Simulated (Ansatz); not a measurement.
# NbP: response to a stretch of c alone

The task here is to estimate one member of a computed series from the others.

Computed with Ansatz 0.2.0 (DFT PBEsol, scalar-relativistic, plane waves, PAW, unless a step's input says otherwise).

2 further runs of the same task are left out: 2 set aside as unsound or not needed.

## The system as given

Symmetry: I4_1md, No. 109, tetragonal system. The conventional cell has a = 3.320 Å, b = 3.320 Å, c = 11.290 Å, α = 90.00°, β = 90.00°, γ = 90.00°. Around Nb (site symmetry 2mm) lie 6 P at 2.52 Å. P (site symmetry 2mm) is surrounded by 6 Nb at 2.52 Å.

As a file:

```
Nb P
1.0
     3.32025    0.00000    0.00000
     0.00000    3.32025    0.00000
     0.00000    0.00000   11.29039
Nb P
4 4
Direct
  0.50000 0.50000 0.00019
  0.00000 0.50000 0.75019
  0.00000 0.00000 0.50019
  0.50000 0.00000 0.25019
  0.00000 0.00000 0.08244
  0.50000 0.00000 0.83244
  0.50000 0.50000 0.58244
  0.00000 0.50000 0.33244
```

It goes back to an entry of the Materials Project.

The unstrained cell comes from an earlier run at this level (8 atoms, E(σ→0) -20950.8034 eV, gap none (metal)).

Set-up of the first run:

File input.yaml:

```yaml
crystal:
  lattice:
    - [3.3202500353, 0.0, 0.0]
    - [0.0, 3.3202500353, 0.0]
    - [0.0, 0.0, 11.1774840259]
  atoms:
    - { symbol: Nb, position: [0.5, 0.5, 0.0001874487] }
    - { symbol: Nb, position: [0.0, 0.5, 0.7501874487] }
    - { symbol: Nb, position: [0.0, 0.0, 0.5001874487] }
    - { symbol: Nb, position: [0.5, 0.0, 0.2501874487] }
    - { symbol: P, position: [0.0, 0.0, 0.0824411263] }
    - { symbol: P, position: [0.5, 0.0, 0.8324411263] }
    - { symbol: P, position: [0.5, 0.5, 0.5824411263] }
    - { symbol: P, position: [0.0, 0.5, 0.3324411263] }
basis:
  ecutwfc: 420
kpoints:
  mp_grid: { grid: [10, 10, 4] }
hamiltonian:
  xc: pbesol
scf:
  occupations: { method: gaussian, width: 0.1 }
output:
  forces: true
  stress: true
  eigenvalues: true
relax:
  adjacent_minimum: "off"
  f_tol: 0.008
  max_steps: 40
```

Started as:

```bash
$ ansatz run input.yaml --threads 1 --pin off --max-ram 2560MiB --backend cpu --events-out ev --progress --plain --runs-dir out
```

Among the steps run: At -1.0 %; At +1.0 %; The cell strained by -2.0 %; At +2.0 %; At -3.0 %; At +3.0 %.

One table of the session follows, with a row left open; its other results are not shown here.

Lengths are those of the vectors of the cell that was run; stresses in GPa:

```
strain (%)  ΔE (meV/atom)   c (Å)
      -3.0           12.7  10.952
      -2.0            5.6  11.065
      -1.0            1.5  11.177
      +0.0            0.0  11.290
      +1.0            1.1  11.403
      +2.0              ?       ?
      +3.0           10.9  11.629
```

Q: Estimate the row for strain (%) = +2.0 from the others.

Worked estimate for «ΔE (meV/atom)». A straight line through the neighbours (1.0, 1.1) and (3.0, 10.9) gives 1.1 + (10.9 − 1.1) × (2.0 − 1.0) / (3.0 − 1.0) = 6.0; a parabola fitted to 3 rows on both sides gives 4.7.

As computed: ΔE (meV/atom): 4.7; c (Å): 11.516. In «ΔE (meV/atom)» the line misses by +1.3 and the parabola by 0.0.

ΔE is over the unstrained cell. Stress in GPa, positive in compression, on the Cartesian axes of the input. 

To keep in mind: Warnings in the runs' records: stress scf threshold loose.
